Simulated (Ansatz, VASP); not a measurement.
# MgO in VASP and in Ansatz

The input INCAR:

```
SYSTEM = MgO
PREC = Accurate
ENCUT = 520
EDIFF = 1E-7
ISMEAR = 0
SIGMA = 0.05
LREAL = .False.
LASPH = .True.
NELM = 100
ALGO = Normal
ISIF = 2
LWAVE = .False.
LCHARG = .False.
GGA = PS
NBANDS = 26
```

KPOINTS

```
Automatic mesh
0
Gamma
  6 6 6
  0 0 0
```

File POSCAR:

```
MgO
1.0
    4.2149416169      0.0000000000      0.0000000000
    0.0000000000     -4.2149416169      0.0000000000
    0.0000000000      0.0000000000     -4.2149416169
Mg O
4 4
Direct
   -0.0355655312      0.0355655312      0.0251486283
    0.5000000000      0.5000000000      0.0000000000
    0.5000000000      0.0000000000      0.5000000000
    0.0000000000      0.5000000000      0.5000000000
    0.5000000000      0.0000000000      0.0000000000
    0.0000000000      0.5000000000      0.0000000000
    0.0000000000      0.0000000000      0.5000000000
    0.5000000000      0.5000000000      0.5000000000
```

Input for Ansatz:

```yaml
crystal:
  lattice:
    - [4.2149416169, 0.0, 0.0]
    - [0.0, -4.2149416169, 0.0]
    - [0.0, 0.0, -4.2149416169]
  atoms:
    - { symbol: Mg, position: [-0.0355655312, 0.0355655312, 0.0251486283] }
    - { symbol: Mg, position: [0.5, 0.5, 0.0] }
    - { symbol: Mg, position: [0.5, 0.0, 0.5] }
    - { symbol: Mg, position: [0.0, 0.5, 0.5] }
    - { symbol: O, position: [0.5, 0.0, 0.0] }
    - { symbol: O, position: [0.0, 0.5, 0.0] }
    - { symbol: O, position: [0.0, 0.0, 0.5] }
    - { symbol: O, position: [0.5, 0.5, 0.5] }
basis:
  ecutwfc: 420
kpoints:
  mp_grid: { grid: [6, 6, 6] }
hamiltonian:
  xc: pbesol
  pseudopotentials: { kind: paw, azcp: { folder: soft_1 } }
scf:
  occupations: { method: gaussian, width: 0.05 }
output:
  forces: true
  stress: true
  eigenvalues: true
```

Alike in both runs: task single point; functional PBEsol; k mesh 6 × 6 × 6; occupations gaussian, width 0.05 eV; no spin polarisation.

|  | VASP | Ansatz |
| --- | --- | --- |
| version | VASP 6.6.1 | Ansatz 0.2.0 |
| potentials or method | VASP PAW PBE potentials, release 64 (Mg, O) | scalar-relativistic, plane waves, PAW |
| plane-wave cutoff (eV) | 520 | 420 |
| valence electrons in the cell | 32 | 64 |

```csv
,VASP,Ansatz,Ansatz less VASP
gap on the k mesh at the Fermi level (eV),4.60,4.61,+0.005
least direct gap on the mesh (eV),4.60,4.61,+0.005
pressure (GPa),1.1,1.6,+0.55
largest component of the traceless stress (GPa),0.63,0.62,-0.013
rms of the force components (eV/Å),0.546,0.539,-0.0068
```

Atom by atom the forces differ by 0.007 eV/Å (rms over components). The two sets of potentials don't hold the same shells in valence. Ansatz warned: «pseudo_functional_mismatch».

Caveats: the PAW data sets were made with another functional, which shifts forces and pressure a little (VASP).
